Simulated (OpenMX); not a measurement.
Runs of OpenMX 3.8.5 on HgTe. The structure is tetragonal, space group I-4m2 (No. 119). Conventional cell: a = 6.091 Å, b = 6.091 Å, c = 3.119 Å, α = 90.00°, β = 90.00°, γ = 90.00°. Hg (site symmetry -4m2) has 2 Hg at 3.12 Å and 4 Te at 3.14 Å as nearest neighbours. Around Te (site symmetry -4m2) lie 2 Te at 3.12 Å and 4 Hg at 3.14 Å. Measurements of this composition are mostly on another form, of space group No. 216.

| level | gap on the mesh (eV) | pressure (GPa) |
| --- | --- | --- |
| PBE+D3 | none | (a) |
| PBE+D3(BJ) | none | -0.7 |
| PBE+D4 | none | -0.7 |
| PBE | none | 1.7 |

Alike in all rows: task single point; potentials or basis OpenMX 2013 PBE set, Hg8.0-s3p2d2f1, Te7.0-s3p2d2f1, grid cutoff 500 Ry; no spin polarisation; cell as given; k mesh 7 × 7 × 7; smearing fermi-dirac 0.05 eV.

Q: Estimate the missing entries.

A: (a) 0.2.

Caveats: the basis of atomic orbitals isn't converged, which shifts pressures, moduli and gaps; pairwise dispersion overbinds metals, which lowers pressure and volume (some runs).

A k mesh can miss the band edges, and the runs leave out spin-orbit coupling on Hg, Te.

A gap of «none» marks a metal or a gap under the smearing width.
